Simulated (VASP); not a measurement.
# Be (Im-3m) in VASP: settings compared, part 2 of 2

VASP 6.6.1.

### 3 Relaxation of cell and atoms, LDA

INCAR reads:

```
SYSTEM = Be
ALGO     = Normal         ! electronic algorithm
EDIFF    = 1E-7           ! SCF threshold, eV
EDIFFG   = -0.005         ! ionic threshold
ENCUT    = 600            ! plane-wave cutoff, eV
IBRION   = 2              ! ionic algorithm
ISIF     = 3              ! what is computed and relaxed
ISMEAR   = 0              ! smearing method
LASPH    = .TRUE.         ! aspherical terms in the spheres
LCHARG   = .FALSE.        ! write CHGCAR
LREAL    = .FALSE.        ! projectors in reciprocal space
LWAVE    = .FALSE.        ! write WAVECAR
NELM     = 100            ! most SCF steps
NSW      = 60             ! ionic steps
PREC     = Accurate       ! precision mode
SIGMA    = 0.01           ! smearing width, eV
```

KPOINTS reads:

```
k-points
0
G
  15 15 15
  0 0 0
```

POSCAR reads:

```
Be
1.0
   -1.2531209513      1.2531209513      1.2531209513
    1.2531209513     -1.2531209513      1.2531209513
    1.2531209513      1.2531209513     -1.2531209513
Be
1
Direct
    0.0000000000      0.0000000000      0.0000000000
```

Potentials or basis: VASP PAW LDA potentials, release 64 (Be).

Launch:

```
cat potpaw_LDA.64/Be/POTCAR > POTCAR
mpirun -np 1 vasp_std > vasp.out
```

OUTCAR:

```text
SYSTEM = Be
   EDIFF = 1E-7
   EDIFFG = -0.005
   ENCUT = 600
   IBRION = 2
   ISIF = 3
   ISMEAR = 0
   LASPH = .TRUE.
   LREAL = .FALSE.
   NELM = 100
   NSW = 60
   PREC = Accurate

 ion  position               nearest neighbor table
   1  0.000  0.000  0.000-

  LATTYP: Found a body centered cubic cell.
 ALAT       =     2.5062419026

  Lattice vectors:

 A1 = (  -1.2531209513,   1.2531209513,   1.2531209513)
 A2 = (   1.2531209513,  -1.2531209513,   1.2531209513)
 A3 = (   1.2531209513,   1.2531209513,  -1.2531209513)

Analysis of symmetry for initial positions (statically):
=====================================================================
 Subroutine PRICEL returns:
 Original cell was already a primitive cell.

 Routine SETGRP: Setting up the symmetry group for a
 body centered cubic supercell.

 Subroutine GETGRP returns: Found 48 space group operations
 (whereof 48 operations were pure point group operations)
 out of a pool of 48 trial point group operations.

The static configuration has the point symmetry O_h .

Analysis of symmetry for dynamics (positions and initial velocities):
=====================================================================
 Subroutine PRICEL returns:
 Original cell was already a primitive cell.

 Routine SETGRP: Setting up the symmetry group for a
 body centered cubic supercell.

 Subroutine GETGRP returns: Found 48 space group operations
 (whereof 48 operations were pure point group operations)
 out of a pool of 48 trial point group operations.

The dynamic configuration has the point symmetry O_h .

 Subroutine INISYM returns: Found 48 space group operations
 (whereof 48 operations are pure point group operations),
 and found     1 'primitive' translations

----------------------------------------------------------------------------------------

                                     Primitive cell

  volume of cell :       7.8712
[... 120 lines left out ...]
 Gauss-broadening in eV      SIGMA  =   0.01
  energy-cutoff  :      600.00
  volume of cell :        7.87
 maximum number of plane-waves:       272
 NGX is ok and might be reduce to    18
   NGX =  9   NGY =  9   NGZ =  9

--------------------------------------- Ionic step        1  -------------------------------------------

 number of electron       2.0000000 magnetization

 Free energy of the ion-electron system (eV)
  ---------------------------------------------------
  ext. energy  EPLUGINS =         0.00000000
  ---------------------------------------------------
  free energy    TOTEN  =        -4.10420041 eV

  energy without entropy =       -4.10417498  energy(sigma->0) =       -4.10418769

------------------------ aborting loop because EDIFF is reached ----------------------------------------

  FORCE on cell =-STRESS in cart. coord.  units (eV):
  Direction    XX          YY          ZZ          XY          YZ          ZX
  --------------------------------------------------------------------------------------
  -------------------------------------------------------------------------------------
  Total       -0.3013741     -0.3013741     -0.3013741      0.0000000      0.0000000      0.0000000
  in kB      -61.3447630    -61.3447630    -61.3447630      0.0000000      0.0000000      0.0000000
  external PRESSURE =     -61.3447630 kB  Pullay stress =       0.0000000 kB
[... 57 lines left out ...]
--------------------------------------- Ionic step        3  -------------------------------------------

 number of electron       2.0000000 magnetization

 Free energy of the ion-electron system (eV)
  ---------------------------------------------------
  ext. energy  EPLUGINS =         0.00000000
  ---------------------------------------------------
  free energy    TOTEN  =        -4.11186561 eV

  energy without entropy =       -4.11184019  energy(sigma->0) =       -4.11185290

 E-fermi :   7.9723     XC(G=0): -10.8087

 val. band max:        7.9095975606   @ k =  -0.3333  -0.4000   0.0667
 cond. band min:       7.9745965386   @ k =   0.2667   0.2667   0.2000
 fundamental gap:      0.0649989780
 Fermi energy:         7.9723434199

 k-point     1 :       0.0000    0.0000    0.0000
  band No.  band energies     occupation
      1      -4.2782      2.00000
      2      27.8831      0.00000
      3      27.8831      0.00000
      4      27.8831      0.00000
      5      39.8294      0.00000
[... 177 lines left out ...]
 k-point    24 :       0.4000    0.2000   -0.0000
  band No.  band energies     occupation
      1       4.1245      2.00000
      2       8.5839      0.00000
      3      16.0931      0.00000
      4      21.6799      0.00000
      5      35.7012      0.00000

 [... further k-points ...]

------------------------ aborting loop because EDIFF is reached ----------------------------------------

  FORCE on cell =-STRESS in cart. coord.  units (eV):
  Direction    XX          YY          ZZ          XY          YZ          ZX
  --------------------------------------------------------------------------------------
  -------------------------------------------------------------------------------------
  Total       -0.0009041     -0.0009041     -0.0009041      0.0000000      0.0000000     -0.0000000
  in kB       -0.1935050     -0.1935050     -0.1935050      0.0000000      0.0000000     -0.0000000
  external PRESSURE =      -0.1935050 kB  Pullay stress =       0.0000000 kB
[... 16 lines left out ...]
  FREE ENERGIE OF THE ION-ELECTRON SYSTEM (eV)
  ---------------------------------------------------
  free  energy   TOTEN  =        -4.1118656132 eV

  energy  without entropy=       -4.1118401903  energy(sigma->0) =       -4.11185290

 reached required accuracy - stopping structural energy minimisation
```

OSZICAR:

```text
N       E                     dE             d eps       ncg     rms          rms(c)
DAV:   1    -0.241371285607E+01   -0.24137E+01   -0.12706E+03  1280   0.380E+02
DAV:   2    -0.411589939182E+01   -0.17022E+01   -0.16364E+01  1585   0.339E+01
DAV:   3    -0.412540592932E+01   -0.95065E-02   -0.95061E-02  1465   0.227E+00
[... 16 lines left out ...]
       N       E                     dE             d eps       ncg     rms          rms(c)
DAV:   1    -0.411186981829E+01   -0.12936E-03   -0.47146E-04  1255   0.227E-01    0.910E-03
DAV:   2    -0.411186713101E+01    0.26873E-05   -0.34911E-07  1500   0.694E-03    0.567E-03
DAV:   3    -0.411186562652E+01    0.15045E-05   -0.20978E-07  1385   0.587E-03    0.281E-04
DAV:   4    -0.411186561317E+01    0.13349E-07   -0.17281E-09   730   0.438E-04
   3 F= -.41118656E+01 E0= -.41118529E+01  d E =-.766521E-02
```

CONTCAR:

```text
Be
   1.00000000000000
    -1.2323421047869672    1.2323421047869672    1.2323421047869672
     1.2323421047869672   -1.2323421047869672    1.2323421047869672
     1.2323421047869672    1.2323421047869672   -1.2323421047869672
  Be
     1
Direct
     0.0000000000000000    0.0000000000000000    0.0000000000000000

  0.00000000E+00  0.00000000E+00  0.00000000E+00
```

Wall time 15 s (1 thread of AMD EPYC 7R43 (Zen 3), shared host); peak memory 0.08 GiB.

What came out:

| Item | Value |
| --- | --- |
| Free energy | -4.1119 eV |
| Relaxed volume | 7.49 Å³/atom |
| Relaxed cell | a = 2.134 Å, b = 2.134 Å, c = 2.134 Å, α = 109.47°, β = 109.47°, γ = 109.47° |
| Space group after relaxing (to 0.05 Å) | Im-3m (No. 229) |
| Energy gained by relaxing | 7.7 meV/atom |
| Ionic steps | 3 |
| Pressure after relaxing | 0.0 GPa |
| Band gap on the k mesh | none (metal or under the smearing width) |

The path:
| step | energy change (eV) | largest force (eV/Å) | pressure (GPa) | volume (Å³) |
| --- | --- | --- | --- | --- |
| 1 | 0.0000 | 0.0000 | -6.13 | 7.87 |
| 2 | -0.0075 | 0.0000 | -0.84 | 7.53 |
| 3 | -0.0077 | 0.0000 | -0.02 | 7.49 |

Final structure:
```xyz
1
Lattice="-1.2323 1.2323 1.2323 1.2323 -1.2323 1.2323 1.2323 1.2323 -1.2323" Properties=species:S:1:pos:R:3 pbc="T T T"
Be    0.0000    0.0000    0.0000
```

### 4 Single point, PBE

INCAR reads:

```
ALGO     = Normal         # electronic algorithm
EDIFF    = 1E-6           # SCF threshold, eV
ENCUT    = 550            # plane-wave cutoff, eV
GGA      = PE             # functional
ISIF     = 2              # what is computed and relaxed
ISMEAR   = 0              # smearing method
LASPH    = True           # aspherical terms in the spheres
LCHARG   = False          # write CHGCAR
LREAL    = False          # projectors in reciprocal space
LWAVE    = False          # write WAVECAR
NBANDS   = 7              # bands
NELM     = 80             # most SCF steps
PREC     = Accurate       # precision mode
SIGMA    = 0.02           # smearing width, eV
```

KPOINTS reads:

```
k-points
0
Gamma
  15 15 15
```

POSCAR reads:

```
Be
2.1705
   -0.577342064639      0.577342064639      0.577342064639
    0.577342064639     -0.577342064639      0.577342064639
    0.577342064639      0.577342064639     -0.577342064639
Be
1
Direct
    0.0000000000      0.0000000000      0.0000000000
```

Potentials or basis: VASP PAW PBE potentials, release 64 (Be_GW).

Launch:

```
cat potpaw_PBE.64/Be_GW/POTCAR > POTCAR
mpirun -np 1 vasp_std > vasp.out
```

It took 7.2 s on 1 thread of AMD EPYC 7R13 (Zen 3), shared host; peak memory 0.09 GiB.

It converged, with:

```
Free energy            : -3.6107 eV
Pressure               : -0.5 GPa
Band gap on the k mesh : none (metal or under the smearing width)
```

Levels at points of the mesh, in eV from the Fermi level:
```tsv
k point	band 1	band 2	band 3	band 4	band 5	band 6
(0.00, 0.00, 0.00)	-12.15	19.42	19.42	19.42	30.82	30.82
```

### 5 Single point, PBE

run.py reads:

```python
from ase.calculators.vasp import Vasp
from ase.dft.bandgap import bandgap
from ase.io import read

atoms = read('Be.cif', primitive_cell=True, subtrans_included=False)
calc = Vasp(
    directory='calc',
    xc='pbe',
    pp='PBE',
    setups={'base': 'minimal', 'Be': '_GW'},
    prec='Accurate',
    encut=550,
    ediff=1e-06,
    ismear=0,
    sigma=0.02,
    lreal=False,
    lasph=True,
    nelm=60,
    algo='Normal',
    isif=2,
    lwave=False,
    lcharg=True,
    lelf=True,
    lvhar=True,
    kpts=[15, 15, 15],
    gamma=True,
    nbands=7,
)
atoms.calc = calc

print('energy (eV):', atoms.get_potential_energy())
print('free energy (eV):', atoms.get_potential_energy(force_consistent=True))
print('forces (eV/A):')
print(atoms.get_forces())
print('stress (eV/A^3, Voigt):', atoms.get_stress())
print('Fermi level (eV):', calc.get_fermi_level())
gap, top, bottom = bandgap(calc)
print('band gap (eV):', gap, 'from (spin, k, band)', top, 'to', bottom)
```

Be.cif reads:

```cif
data_Be
_cell_length_a 2.50624190
_cell_length_b 2.50624190
_cell_length_c 2.50624190
_cell_angle_alpha 90.00000000
_cell_angle_beta 90.00000000
_cell_angle_gamma 90.00000000
_space_group_name_H-M_alt 'Im-3m'
_space_group_name_Hall '-I 4 2 3'
_space_group_IT_number 229
loop_
_space_group_symop_operation_xyz
'x,y,z'
'-x,-y,-z'
'-y,x,z'
'y,-x,-z'
'-x,-y,z'
'x,y,-z'
'y,-x,z'
'-y,x,-z'
'x,-y,-z'
'-x,y,z'
'-y,-x,-z'
'y,x,z'
'-x,y,-z'
'x,-y,z'
'y,x,-z'
'-y,-x,z'
'z,x,y'
'-z,-x,-y'
'z,-y,x'
'-z,y,-x'
'z,-x,-y'
'-z,x,y'
'z,y,-x'
'-z,-y,x'
'-z,x,-y'
'z,-x,y'
'-z,-y,-x'
'z,y,x'
'-z,-x,y'
'z,x,-y'
'-z,y,x'
'z,-y,-x'
'y,z,x'
'-y,-z,-x'
'x,z,-y'
'-x,-z,y'
'-y,z,-x'
'y,-z,x'
'-x,z,y'
'x,-z,-y'
'-y,-z,x'
'y,z,-x'
'-x,-z,-y'
'x,z,y'
'y,-z,-x'
'-y,z,x'
'x,-z,y'
'-x,z,-y'
'x+1/2,y+1/2,z+1/2'
'-x+1/2,-y+1/2,-z+1/2'
'-y+1/2,x+1/2,z+1/2'
'y+1/2,-x+1/2,-z+1/2'
'-x+1/2,-y+1/2,z+1/2'
'x+1/2,y+1/2,-z+1/2'
'y+1/2,-x+1/2,z+1/2'
'-y+1/2,x+1/2,-z+1/2'
'x+1/2,-y+1/2,-z+1/2'
'-x+1/2,y+1/2,z+1/2'
'-y+1/2,-x+1/2,-z+1/2'
'y+1/2,x+1/2,z+1/2'
'-x+1/2,y+1/2,-z+1/2'
'x+1/2,-y+1/2,z+1/2'
'y+1/2,x+1/2,-z+1/2'
'-y+1/2,-x+1/2,z+1/2'
'z+1/2,x+1/2,y+1/2'
'-z+1/2,-x+1/2,-y+1/2'
'z+1/2,-y+1/2,x+1/2'
'-z+1/2,y+1/2,-x+1/2'
'z+1/2,-x+1/2,-y+1/2'
'-z+1/2,x+1/2,y+1/2'
'z+1/2,y+1/2,-x+1/2'
'-z+1/2,-y+1/2,x+1/2'
'-z+1/2,x+1/2,-y+1/2'
'z+1/2,-x+1/2,y+1/2'
'-z+1/2,-y+1/2,-x+1/2'
'z+1/2,y+1/2,x+1/2'
'-z+1/2,-x+1/2,y+1/2'
'z+1/2,x+1/2,-y+1/2'
'-z+1/2,y+1/2,x+1/2'
'z+1/2,-y+1/2,-x+1/2'
'y+1/2,z+1/2,x+1/2'
'-y+1/2,-z+1/2,-x+1/2'
'x+1/2,z+1/2,-y+1/2'
'-x+1/2,-z+1/2,y+1/2'
'-y+1/2,z+1/2,-x+1/2'
'y+1/2,-z+1/2,x+1/2'
'-x+1/2,z+1/2,y+1/2'
'x+1/2,-z+1/2,-y+1/2'
'-y+1/2,-z+1/2,x+1/2'
'y+1/2,z+1/2,-x+1/2'
'-x+1/2,-z+1/2,-y+1/2'
'x+1/2,z+1/2,y+1/2'
'y+1/2,-z+1/2,-x+1/2'
'-y+1/2,z+1/2,x+1/2'
'x+1/2,-z+1/2,y+1/2'
'-x+1/2,z+1/2,-y+1/2'
loop_
_atom_site_label
_atom_site_type_symbol
_atom_site_symmetry_multiplicity
_atom_site_Wyckoff_symbol
_atom_site_fract_x
_atom_site_fract_y
_atom_site_fract_z
_atom_site_occupancy
Be1 Be 2 a 0.0000000000 0.0000000000 0.0000000000 1
```

Launch:

```
python run.py
```

Wall time 10 s (1 thread of AMD EPYC 7R13 (Zen 3), shared host); peak memory 0.09 GiB.

Results (log left out):

* Free energy: -3.6107 eV
* Pressure: -0.5 GPa
* Band gap on the k mesh: none (metal or under the smearing width)

Levels at points of the mesh, in eV from the Fermi level:
```
           k point  band 1  band 2  band 3  band 4  band 5  band 6
(0.00, 0.00, 0.00)  -12.15   19.42   19.42   19.42   30.82   30.82
```

### 6 Overview

```csv
task,level,potentials or basis,cell,cutoff (eV),smearing,gap on the mesh (eV),pressure (GPa)
single point,PW91+D4,"VASP PAW PBE potentials, release 54 (Be)",volume scaled by 0.8,500,gaussian 0.01 eV,none,35.4
relaxation of cell and atoms,LDA,"VASP PAW LDA potentials, release 64 (Be)",relaxed,600,gaussian 0.01 eV,none,0.0
single point,PBE,"VASP PAW PBE potentials, release 64 (Be_GW)",as given,550,gaussian 0.02 eV,none,-0.5
```

Alike in all rows: no spin polarisation; k mesh 15 × 15 × 15.

Caveats: the PAW data sets were made with another functional, which shifts forces and pressure a little (some runs); pairwise dispersion overbinds metals, which lowers pressure and volume (some runs).

Absolute energies hang on the potentials; compare differences alone.
